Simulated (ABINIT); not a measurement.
Crystal: Ru.

```
CELL_PARAMETERS angstrom
2.70580 0.00000 0.00000
-1.35290 2.34329 0.00000
0.00000 0.00000 4.28190
ATOMIC_POSITIONS crystal
Ru 0.66667 0.33333 0.75000
Ru 0.33333 0.66667 0.25000
```

| Property | Result |
| --- | --- |
| Program | ABINIT 10.8.3 (patched build) |
| Task | relaxation of cell and atoms |
| Functional | PBE |
| Dispersion | D2 |
| Potentials or basis | JTH PAW PBE v2.0 |
| Cutoff | 408 eV |
| k mesh | 11 × 11 × 6 |
| Occupations | fermi-dirac, width 0.05 eV |
| Spin | no spin polarisation |

At the start: pressure -6.5 GPa; volume 13.57 Å³/atom.

Where does the relaxation end?

Over 4 steps the energy falls by 6.0 meV/atom and the volume is 13.29 Å³/atom (-2.1 %); space group P6_3/mmc (No. 194, to 0.05 Å).

Step by step:
```csv
step,energy change (eV),largest force (eV/Å),pressure (GPa),volume (Å³)
1,0.0000,0.0000,-6.53,27.15
2,-0.0120,0.0000,-0.44,26.61
3,-0.0121,0.0000,0.02,26.57
4,-0.0121,0.0000,0.00,26.57
```

Final structure:
```
Ru
1.0
     2.68769    0.00000    0.00000
    -1.34384    2.32761    0.00000
     0.00000    0.00000    4.24792
Ru
2
Direct
  0.66667 0.33333 0.75000
  0.33333 0.66667 0.25000
```

Caveat: pairwise dispersion overbinds metals, which lowers pressure and volume.
